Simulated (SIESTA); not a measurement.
The system is PtSe2 (Sudovikovite).

```xyz
3
Lattice="3.7240 0.0000 0.0000 -1.8620 3.2251 0.0000 0.0000 0.0000 5.0620" Properties=species:S:1:pos:R:3 pbc="T T T"
Pt    0.0000    0.0000    0.0000
Se    1.8620    1.0750    3.7965
Se    0.0000    2.1501    1.2655
```

Base run:

| Item | Value |
| --- | --- |
| Program | SIESTA 5.4.2 |
| Functional | LDA |
| Potentials or basis | PseudoDojo 0.4 standard (LDA files) |
| Basis | DZP (energy shift 0.003 Ry; two zetas on semicore shells) |
| Grid cutoff | 800 Ry |
| Energy shift | 0.003 Ry |
| k mesh | 8 × 8 × 5 |
| Occupations | fermi-dirac, width 0.05 eV |
| Spin | no spin polarisation |

Its results: band gap on the k mesh none (metal or under the smearing width); pressure 4.1 GPa; largest force 0.801 eV/Å.

Question: The run is repeated on the same cell with these changes: functional from LDA to PBEsol; potentials or basis from PseudoDojo 0.4 standard (LDA files) to PseudoDojo 0.4 standard (PBEsol files). What comes out?

Answer: Band gap on the k mesh none (metal or under the smearing width); pressure 6.5 GPa; largest force 0.936 eV/Å.

Caveats: short orbitals over semicore shells can move pressures by several GPa; the basis of atomic orbitals isn't converged, which shifts pressures, moduli and gaps; spin-orbit coupling is left out, which moves the levels of the heavy elements (some runs); the basis holds too few empty states to meet the f-sum rule, so the spectrum is short of weight at high energy (some runs).
